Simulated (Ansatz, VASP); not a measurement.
## CdTe in VASP and in Ansatz

Contents of INCAR:

```
SYSTEM = CdTe
PREC = Accurate
ENCUT = 520
EDIFF = 1E-7
ISMEAR = -1
SIGMA = 0.05
LREAL = .False.
LASPH = .True.
NELM = 80
ALGO = Normal
ISIF = 2
LWAVE = .False.
LCHARG = .False.
GGA = PE
NBANDS = 16
```

Contents of KPOINTS:

```
Automatic mesh
0
Gamma
  11 11 11
  0 0 0
```

POSCAR

```
CdTe
1.0
    0.0000000000      2.7443448275      2.7443448275
    2.7443448275      0.0000000000      2.7443448275
    2.7443448275      2.7443448275      0.0000000000
Cd Te
1 1
Direct
    0.0000000000      0.0000000000      0.0000000000
    0.5000000000      0.5000000000      0.5000000000
```

Input for Ansatz:

```yaml
crystal:
  lattice:
    - [0.0, 2.7443448275, 2.7443448275]
    - [2.7443448275, 0.0, 2.7443448275]
    - [2.7443448275, 2.7443448275, 0.0]
  atoms:
    - { symbol: Cd, position: [0.0, 0.0, 0.0] }
    - { symbol: Te, position: [0.5, 0.5, 0.5] }
kpoints:
  mp_grid: { grid: [11, 11, 11] }
scf:
  occupations: { method: fermi_dirac, width: 0.05 }
hamiltonian:
  xc: pbe
  pseudopotentials: { kind: paw }
output:
  forces: true
  stress: true
  eigenvalues: true
  populations: true
  write_density: true
  write_potential: true
  elf: true
  volumetric_format: npy
```

Change from the starting cell: volume scaled by 0.72, PAW files.

Alike in both runs: task single point; functional PBE; k mesh 11 × 11 × 11; occupations fermi-dirac, width 0.05 eV; no spin polarisation.

|  | VASP | Ansatz |
| --- | --- | --- |
| version | VASP 6.6.1 | Ansatz 0.2.0 |
| potentials or method | VASP PAW PBE potentials, release 64 (Cd, Te) | PAW with Ansatz's default frozen-core files, scalar-relativistic |
| plane-wave cutoff (eV) | 520 | 420 |
| valence electrons in the cell | 18 | 36 |

Ansatz gave:

```
pressure (GPa) : 34.4
```

Problem. Estimate VASP's values.

Solution. Pressure (GPa): 35.1.

With one functional, cell and mesh, what is left measures potentials, basis and numerics. The two sets of potentials don't hold the same shells in valence.

Caveats: so large a pressure means that the cell lies far from this level's equilibrium, or that cutoff or potentials fall short (VASP). The runs have no spin-orbit coupling, so splittings on Te are missing.
